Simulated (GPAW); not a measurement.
Crystal: Al2O3.

```
Al O
1.0
     3.01748    0.00000    0.00000
    -1.50874    2.61322    0.00000
     0.00000    0.00000    7.57464
Al O
2 3
Direct
  0.00000 0.00000 0.72205
  0.00000 0.00000 0.27795
  0.00000 0.00000 0.50000
  0.66667 0.33333 0.80055
  0.33333 0.66667 0.19945
```

Measurements of this composition are mostly on another form, of space group No. 167.

Base run:

```yaml
Program: GPAW 26.7.0
Functional: RPBE
Potentials_or_basis: the program's PAW data sets (release 1.2.1) made for this functional
Cutoff: 800 eV
Basis: pw
k_mesh: 7 × 7 × 3
Occupations: fermi-dirac, width 0.05 eV
Spin: no spin polarisation
```

Its results: band gap on the k mesh 2.45 eV, direct; pressure 5.0 GPa; largest force 0.189 eV/Å.

Question: After a change of settings the same cell gave: band gap on the k mesh 2.43 eV, direct; pressure 4.1 GPa; largest force 0.151 eV/Å. Which change was it?
A. functional from RPBE to LDA
B. functional from RPBE to BLYP; potentials or basis from the program's PAW data sets (release 1.2.1) made for this functional to PAW data sets generated in the run's folder for this functional
C. functional from RPBE to PBEsol; potentials or basis from the program's PAW data sets (release 1.2.1) made for this functional to PAW data sets generated in the run's folder for this functional
D. functional from RPBE to revPBE

Answer: D.

Runs at the PBE level aren't shown here.
